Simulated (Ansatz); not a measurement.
# In in Ansatz: notebook

Aim: see how the results for In move with the level of theory and the settings. Levels: PBE, LDA, PBEsol. Tasks: single point.

Program: Ansatz 0.2.0. These are calculated values, not measurements. Logs are shortened: lines on timing, memory, paths and dates and some standing lists are left out, and cuts for length are marked.

### 1 Starting point

The cell holds a slab with vacuum, 3 atoms: a = 3.335 Å, b = 3.335 Å, c = 20.509 Å, α = 90.00°, β = 90.00°, γ = 120.00°.

### 2 Single point, PBE

input.yaml

```yaml
crystal:
  lattice:
    - [3.335484782, 0.0, 0.0]
    - [-1.667742391, 2.8886145552, 0.0]
    - [0.0, 0.0, 20.50914292]
  atoms:
    - { symbol: In, position: [0.33333333, 0.66666666, 0.365690562] }
    - { symbol: In, position: [0.66666667, 0.33333334, 0.5] }
    - { symbol: In, position: [0.33333333, 0.66666666, 0.634309438] }
kpoints:
  mp_grid: { grid: [9, 9, 1] }
scf:
  occupations: { method: fermi_dirac, width: 0.05 }
hamiltonian:
  xc: pbe
  pseudopotentials: { kind: all_electron, lapw: { basis_error: 0.002 } }
output:
  forces: true
  stress: true
  eigenvalues: true
```

Potentials or basis: all-electron LAPW, scalar-relativistic.

Run with:

```bash
$ ansatz run input.yaml --threads 4 --pin off --max-ram 14336MiB --backend cpu --events-out ev --progress --plain --runs-dir out
```

The log of the run:

```text
Warning: RAYON_NUM_THREADS=4 ignored (pool sized by the plan → 4); use --threads N
LAPW: plane waves up to 6.361 Å⁻¹, error target 2.0e-3 eV per atom; small_component_spin mean_spin; In in spheres of 1.668 Å, 21 of its electrons in bands, Dirac shells [] (how accurate: hamiltonian.pseudopotentials.lapw.basis_error, Limitations)
Engine: ansatz 0.2.0, aarch64-unknown-linux-gnu
Pseudopotentials: kind: all_electron
Pseudopotential: In, LAPW, valence charge 21, lapw/all_electron/scalar/gaussian/In, Koelling and Harmon's equation, gaussian nucleus
Functional definition: PBE
  parameter kappa = 0.804
  parameter beta = 0.06672455060314922
  exchange = pbe_x(kappa = kappa, mu = beta*pi^2/3)
  correlation = pbe_c(beta = beta)
Crystal: 3 atoms, lattice volume = 197.604 Å³
Basis set: ecut = 154.17056442657363 eV, 863 PW (Γ), exchange–correlation at level 2
Bands: 38, of which v1, the nominal top of the filled ones, is band 32 counted from 1 (31 counted from 0)
Symmetry: 12 space group operations
Space group: P-6m2 (ITA 187), of the structure as read, at distance tolerance 5.8e-5 Å
k-points: 12 of 81 (time reversal used)
Non-local potential: In, projectors of the file, none
Initial density: superposition of atomic densities (neutral atoms: chi_scale 0, normalization atom)
Initial wavefunctions: plane waves of lowest kinetic energy (no species holds an atomic orbital)
Functional: x = pbe(κ = 0.804, μ = 0.2195149727645171), c = pbe(β = 0.06672455060314922)
iter 1 solved again at ethr=8.54e-4 eV; its pass at ethr=1.00e-1 eV (dr2=5.38e-1 eV) is discarded
SCF iter   1: F=—  HF=-480137.719259 eV  |F-HF|=—  |Δ(HF+E_count)|=         —  Δρ=5.22e-3  dr2=5.36e-1  ethr=8.54e-4  ⟨swp⟩=2.2  Hψ=2991  notcnv=0
preconditioner: auto → LDOS  [insulator: Δε(μ)=0.200 eV  Ē_g=15.235 eV  σ=0.050 eV  W_gap=0.76  n_scr=32 (ndim 8)  ℏωp=16.5 eV  f_vac=0.547  D(μ)=1.66/eV (n_scr^D=8)  ε∞_Penn≈2.2  β→1.0]
SCF iter   2: F=—  HF=-480137.673626 eV  |F-HF|=—  |Δ(HF+E_count)|=   4.56e-2  Δρ=5.27e-3  dr2=2.88e-1  ethr=8.52e-4  ⟨swp⟩=3.5  Hψ=1590  notcnv=0
SCF iter   3: F=—  HF=-480137.578061 eV  |F-HF|=—  |Δ(HF+E_count)|=   9.56e-2  Δρ=1.26e-3  dr2=3.37e-2  ethr=4.56e-4  ⟨swp⟩=3.0  Hψ=1517  notcnv=0
iter 4 solved again at ethr=7.11e-7 eV; its pass at ethr=5.35e-5 eV (dr2=4.48e-4 eV) is discarded
SCF iter   4: F=—  HF=-480137.570960 eV  |F-HF|=—  |Δ(HF+E_count)|=         —  Δρ=3.50e-4  dr2=4.50e-4  ethr=7.11e-7  ⟨swp⟩=2.1  Hψ=2369  notcnv=0
the basis was enlarged: its passes take 98.5 KiB over the memory plan, 4 of 4 planned eigensolver slots
SCF iter   5: F=—  HF=-480137.570790 eV  |F-HF|=—  |Δ(HF+E_count)|=   1.69e-4  Δρ=1.08e-4  dr2=5.27e-5  ethr=7.11e-7  ⟨swp⟩=3.0  Hψ=1422  notcnv=0
SCF iter   6: F=—  HF=-480137.570795 eV  |F-HF|=—  |Δ(HF+E_count)|=   4.66e-6  Δρ=3.52e-5  dr2=2.17e-6  ethr=8.37e-8  ⟨swp⟩=2.9  Hψ=1418  notcnv=0
SCF iter   7: F=—  HF=-480137.570802 eV  |F-HF|=—  |Δ(HF+E_count)|=   6.65e-6  Δρ=7.78e-6  dr2=1.27e-7  ethr=3.45e-9  ⟨swp⟩=3.0  Hψ=1465  notcnv=0
SCF iter   8: F=-480137.570802 eV  HF=-480137.570802 eV  |F-HF|=1.05e-8  |Δ(HF+E_count)|=   3.34e-7  Δρ=1.64e-6  dr2=1.03e-8  ethr=2.01e-10  ⟨swp⟩=3.0  Hψ=1462  notcnv=0
SCF 1 converged in 8 iterations: F = -480137.570802 eV  dr2 = 1.03e-8
SCF converged after 8 iterations
Free energy (F): -480137.570802 eV
Harris-Foulkes:  -480137.570802 eV  (|F-HF|=1.05e-8)
Internal energy: -480137.553581 eV  (E = F + TS)
E sigma→0 (E₀):  -480137.562192 eV
Entropy (-TS):   -0.017221 eV (-5.740 meV/atom)
Fermi energy:    3.063258 eV
--- Per-component energies (eV) ---
  E_band       = -2296.645489
  E_kinetic    = 503960.653182
  E_xc         = -13057.301207
  E_electrostatic = -971040.905556  (all electrons and nuclei)
  E_smearing   = -0.017221  (= −TS)
  E_closure    = 0.000000  (closes the sum)
  E_atoms      = -480130.278485  (free atoms, spherical and without spin; not in F)
  Σ components = -480137.570802   (vs F -480137.570802, Δ=0.00e0)
  Basis errors (estimates in eV, not in F): energy 5.8e-4 per atom: plane waves 5.6e-4 (3.2e-4 summed), levels above the bands 1.2e-43, relativity 8.6e-8, radial functions 1.8e-5, core shells 5.2e-10; eigenvalues (radial functions only) 2.1e-6; not estimated: angular momenta, meshes, grids; target (lapw.basis_error) 2.0e-3; muffin-tin radii In 1.668 Å
--- Forces (eV/Å), atoms counted from 1 ---
  atom   1  In     0.00000000     0.00000000    -0.05987223
  atom   2  In    -0.00000000    -0.00000000     0.00000000
  atom   3  In     0.00000000     0.00000000     0.05987223
  max |Σ_I F_I| component: 2.31e-18 eV/Å
--- Stress (GPa, compression-positive) ---
       -0.301551       0.000000       0.000000
       -0.000000      -0.301551       0.000000
        0.000000       0.000000       0.270401
  P = ⅓ Tr σ = -0.1109 GPa (-1.109 kbar)
--- Band table (eV; the first three rows and the last of 12) ---
  k-point 0: bands = ["-112.4617", "-112.3075", "-112.3075", "-70.9474", "-70.9474", "-70.9224", "-70.8067", "-70.8066", "-70.7743", "-70.7743", "-70.7743", "-70.7743", "-11.6502", "-11.6176", "-11.6176", "-11.5149", "-11.5131", "-11.4797", "-11.4797", "-11.4215", "-11.4215", "-11.3841", "-11.3841", "-11.2668", "-11.2668", "-11.2482", "-11.2482", "-5.9584", "-4.5991", "-2.6403", "0.8972", "3.8180", "6.1861", "6.7115", "8.2104", "8.2155", "10.7317", "11.3265"]
  k-point 1: bands = ["-112.4616", "-112.3075", "-112.3075", "-70.9481", "-70.9476", "-70.9223", "-70.8066", "-70.8066", "-70.7749", "-70.7749", "-70.7745", "-70.7745", "-11.6466", "-11.6140", "-11.5847", "-11.5214", "-11.4934", "-11.4733", "-11.4702", "-11.4242", "-11.3924", "-11.3888", "-11.3669", "-11.2852", "-11.2712", "-11.2709", "-11.2480", "-5.7176", "-4.3604", "-2.4192", "1.1567", "4.0405", "6.4016", "6.9335", "8.4247", "8.4286", "9.4240", "10.6164"]
  k-point 2: bands = ["-112.4616", "-112.3074", "-112.3074", "-70.9497", "-70.9480", "-70.9222", "-70.8065", "-70.8065", "-70.7766", "-70.7766", "-70.7749", "-70.7749", "-11.6842", "-11.5697", "-11.5649", "-11.5002", "-11.4856", "-11.4790", "-11.4777", "-11.3871", "-11.3716", "-11.3206", "-11.3153", "-11.3050", "-11.3011", "-11.2817", "-11.2466", "-4.9887", "-3.6398", "-1.7465", "1.9134", "4.6694", "6.1092", "6.9912", "7.3983", "7.6014", "8.9924", "9.0486"]
  k-point 11: bands = ["-112.4614", "-112.3072", "-112.3072", "-70.9514", "-70.9514", "-70.9218", "-70.8061", "-70.8061", "-70.7783", "-70.7783", "-70.7783", "-70.7783", "-11.6224", "-11.5953", "-11.5505", "-11.5275", "-11.5000", "-11.3958", "-11.3902", "-11.3362", "-11.3125", "-11.3099", "-11.3041", "-11.2998", "-11.2810", "-11.2558", "-11.2532", "0.0998", "0.1786", "0.9142", "1.7262", "2.3551", "2.9884", "3.3160", "4.1432", "4.4855", "6.2977", "7.4245"]
```

Wall time 4.9 s (4 threads of Arm Neoverse V1, shared host); peak memory 0.38 GiB.

What came out:

| Item | Value |
| --- | --- |
| Free energy | -480137.5708 eV |
| Largest force | 0.060 eV/Å |
| Band gap on the k mesh | none (metal or under the smearing width) |
| Work function | 3.87 eV |

Forces in eV/Å, atoms in the order of the input:
```
In   0.000  0.000 -0.060
In   0.000  0.000  0.000
In   0.000  0.000  0.060
```

Stress tensor (GPa, compression positive):
```
-0.30  0.00  0.00
 0.00 -0.30  0.00
 0.00  0.00  0.27
```

### 3 Single point, LDA

input.yaml, as its differences from that of step 2:

```diff
@@ -14,3 +14,3 @@
 hamiltonian:
-  xc: pbe
+  xc: lda
   pseudopotentials: { kind: all_electron, lapw: { basis_error: 0.002 } }
```

Potentials or basis: all-electron LAPW, scalar-relativistic.

Run with:

```bash
$ ansatz run input.yaml --threads 4 --pin off --max-ram 14336MiB --backend cpu --events-out ev --progress --plain --runs-dir out
```

It took 5.2 s on 4 threads of Arm Neoverse V1, shared host; peak memory 0.37 GiB.

The run converged. Its results:

- Free energy: -479715.7250 eV
- Largest force: 0.218 eV/Å
- Band gap on the k mesh: none (metal or under the smearing width)
- Work function: 4.15 eV

Forces in eV/Å, atoms in the order of the input:
```
In   0.000  0.000  0.218
In   0.000  0.000  0.000
In   0.000  0.000 -0.218
```

Stress tensor (GPa, compression positive):
```
-2.04  0.00  0.00
 0.00 -2.04  0.00
 0.00  0.00 -0.97
```

Levels at points of the mesh, in eV from the Fermi level:
```tsv
k point	band 28	band 29	band 30	band 31	band 32	band 33	band 34	band 35
(0.00, 0.00, 0.00)	-9.04	-7.69	-5.75	-2.14	0.75	3.26	3.94	5.36
```

### 4 Single point, PBEsol

input.yaml, as its differences from that of step 3:

```diff
@@ -14,3 +14,3 @@
 hamiltonian:
-  xc: lda
+  xc: pbesol
   pseudopotentials: { kind: all_electron, lapw: { basis_error: 0.002 } }
```

Run with:

```bash
$ ansatz run input.yaml --threads 4 --pin off --max-ram 14336MiB --backend cpu --events-out ev --progress --plain --runs-dir out
```

Wall time 4.8 s (4 threads of Arm Neoverse V1, shared host); peak memory 0.38 GiB.

Results (log left out):

```yaml
Free_energy: -479920.1564 eV
Largest_force: 0.111 eV/Å
Band_gap_on_the_k_mesh: none (metal or under the smearing width)
Work_function: 3.96 eV
```

Forces in eV/Å, atoms in the order of the input:
```
In   0.000  0.000  0.111
In   0.000  0.000  0.000
In   0.000  0.000 -0.111
```

Stress tensor (GPa, compression positive):
```
-1.44  0.00  0.00
 0.00 -1.44  0.00
 0.00  0.00 -0.49
```

Levels at points of the mesh, in eV from the Fermi level:
```tsv
k point	band 29	band 30	band 31	band 32	band 33	band 34
(0.00, 0.00, 0.00)	-7.67	-5.71	-2.16	0.78	3.25	3.78
```

### 5 Overview

| level | cutoff (eV) | gap on the mesh (eV) | largest force (eV/Å) | work function (eV) |
| --- | --- | --- | --- | --- |
| PBE | 154 | none | 0.06 | 3.87 |
| LDA | 155 | none | 0.22 | 4.15 |
| PBEsol | 154 | none | 0.11 | 3.96 |

Alike in all rows: task single point; potentials or basis all-electron LAPW, scalar-relativistic; no spin polarisation; cell as given; k mesh 9 × 9 × 1; smearing fermi-dirac 0.05 eV; basis error allowed 0.002 eV/atom.

Every run on the cell as given and a fine mesh finds a metal.

Compare energies only between runs with the same functional and basis.
